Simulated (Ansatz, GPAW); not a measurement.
## Ag: programs and potentials compared

```
CELL_PARAMETERS angstrom
-1.65565 1.65565 1.65565
1.65565 -1.65565 1.65565
1.65565 1.65565 -1.65565
ATOMIC_POSITIONS crystal
Ag 0.00000 0.00000 0.00000
```

This isn't the form of Ag at room conditions, which is fcc.

Alike in all runs: task band structure; functional LDA; k mesh 11 × 11 × 11; occupations fermi-dirac, width 0.05 eV; no spin polarisation; no spin-orbit coupling. LDA stands for any of its common fits. Pressure is positive in compression and, in plane waves, holds the error of the finite cutoff, which Ansatz's Pulay term estimates and takes out.

| program and potentials | plane-wave cutoff (eV) | notes | pressure (GPa) |
| --- | --- | --- | --- |
| Ansatz, Ansatz PAW | 420 | potentials made for PBE, which Ansatz adapts in part; 19 valence electrons an atom on average | -11.49 |
| GPAW, the program's PAW data sets (release 1.2.1) made for this functional | 600 | 17 valence electrons an atom on average | ? |
| Ansatz, all-electron LAPW, scalar-relativistic | - | - | -11.50 |

Problem. Estimate from the other rows what the run with GPAW, the program's PAW data sets (release 1.2.1) made for this functional gave.

Solution. Pressure -11.47 GPa. The other rows, which needn't bracket it: pressure -11.50 to -11.49.
